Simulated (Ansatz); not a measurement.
# NaH (Pm-3m): equation of state with a fit from a Python script

Wanted for NaH (Pm-3m): an equation of state with a fit.

Computed with Ansatz 0.2.0 through its Python package. Level of theory: DFT PBEsol, plane waves, PAW.

### 1 The system

Symmetry: Pm-3m, No. 221, cubic system. Conventional cell: a = 2.955 Å, b = 2.955 Å, c = 2.955 Å, α = 90.00°, β = 90.00°, γ = 90.00°. Na (site symmetry m-3m) is surrounded by 8 H at 2.56 Å. H (site symmetry m-3m) is surrounded by 8 Na at 2.56 Å.

The script holds or builds the structure itself.

### 2 The code

The input, eos_nah.py:

```python
import argparse
import warnings

import ansatz
from ase.eos import EquationOfState
from ase.units import GPa
import numpy as np

parser = argparse.ArgumentParser(description="Energy against volume for NaH, with a fit.")
parser.add_argument("--xc", required=True, help="exchange-correlation functional")
parser.add_argument("--occupations", required=True, help="how the bands are filled")
parser.add_argument("--cutoff", type=float, default=500.0, help="basis")
parser.add_argument("--kgrid", type=int, nargs=3, required=True, help="k-point sampling")
args = parser.parse_args()

vectors0 = np.array([
    [2.955124, 0.0, 0.0],
    [0.0, 2.955124, 0.0],
    [0.0, 0.0, 2.955124],
])
sites = [
    ("Na", [0.0, 0.0, 0.0]),
    ("H", [0.5, 0.5, 0.5]),
]


def build(cell):
    crystal = ansatz.Crystal(lattice=ansatz.Lattice.of(cell))
    for symbol, position in sites:
        crystal = crystal.atom(symbol, position)
    return crystal

warnings.simplefilter("ignore", ansatz.DeckWarning)

volumes, energies = [], []
for scale in np.linspace(0.94, 1.06, 7):
    cell = vectors0 * scale ** (1 / 3)
    base = (
        build(cell).calculation()
        .functional(args.xc)
        .occupations(args.occupations)
        .basis(args.cutoff)
        .kpoints(*args.kgrid)
    )
    r = base.run(threads=1, pin="off").report
    volumes.append(abs(np.linalg.det(cell)) / len(sites))
    energies.append(r["free_energy_ev"] / len(sites))
    print(f"V = {volumes[-1]:8.4f} A^3/atom  F = {energies[-1]:.5f} eV/atom")

eos = EquationOfState(volumes, energies, eos="sj")
v0, e0, bulk = eos.fit()
print(f"V0 = {v0:.4f} A^3/atom, E0 = {e0:.5f} eV/atom, B = {bulk / GPa:.1f} GPa")
eos.plot("eos.png")
```

### 3 The calls as engine input

The engine receives this input (first run):

```yaml
crystal:
  lattice:
    - [2.894798419931965, 0.0, 0.0]
    - [0.0, 2.894798419931965, 0.0]
    - [0.0, 0.0, 2.894798419931965]
  atoms:
    - { symbol: Na, position: [0.0, 0.0, 0.0] }
    - { symbol: H, position: [0.5, 0.5, 0.5] }
basis:
  ecutwfc: 500.0
kpoints:
  mp_grid:
    grid: [6, 6, 6]
hamiltonian:
  xc: pbesol
scf:
  occupations:
    method: fixed
```

### 4 The run

Command:

```console
> python eos_nah.py --xc pbesol --occupations Fixed --kgrid 6 6 6
```

**Question.** Estimate the equilibrium volume and the bulk modulus.

The runs gave:

```
                      quantity          value
                 runs compared              7
               range of energy  5.26 meV/atom
lowest point, volume (Å³/atom)         12.645
      equilibrium volume (fit)  12.69 Å³/atom
            bulk modulus (fit)         25 GPa
```

A third-order Birch-Murnaghan fit through the 7 points (the script's own form differs a little) has its minimum at 12.69 Å³ an atom, 1.7 % below the typed cell, with a bulk modulus of 25 GPa and dB/dP = 3.7. From that minimum the energy rises by 2.0 meV an atom on the compressed side and 5.3 meV on the expanded side. For a gap this small the mesh is coarse, and bands can meet between its points. This cell is a computed structure, which may not be the phase found in nature.
